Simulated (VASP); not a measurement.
A run of VASP 6.6.1:

The input INCAR:

```
PREC = Accurate
ENCUT = 520
EDIFF = 1E-7
ISMEAR = -1
SIGMA = 0.025
LREAL = F
LASPH = T
NELM = 100
ALGO = Normal
ISIF = 2
LWAVE = F
LCHARG = T
GGA = CA
LELF = T
LVHAR = T
NBANDS = 16
```

File KPOINTS:

```
regular mesh
0
Gamma
  5 5 5
```

Contents of POSCAR:

```
AlRu
1.0
    2.9916000000      0.0000000000      0.0000000000
    0.0000000000      2.9916000000      0.0000000000
    0.0000000000      0.0000000000      2.9916000000
Ru Al
1 1
Direct
    0.4935270000      0.5223210000      0.5094120000
   -0.0101110000     -0.0020150000     -0.0204830000
```

Potentials or basis: VASP PAW LDA potentials, release 64 (Ru_pv, Al).

Command:

```bash
$ cat potpaw_LDA.64/Ru_pv/POTCAR potpaw_LDA.64/Al/POTCAR > POTCAR
$ mpirun -np 1 vasp_std > vasp.out
```

Hardware: 1 thread of AMD EPYC 9R45 96-Core Processor (Zen 5) (shared host).

**Question.** How long does it take, and how much memory?

**Answer.** Run time: 11 s on 1 thread of AMD EPYC 9R45 96-Core Processor (Zen 5) (shared host), peak memory 0.11 GiB. Counts: scf iterations 13, k points 63.
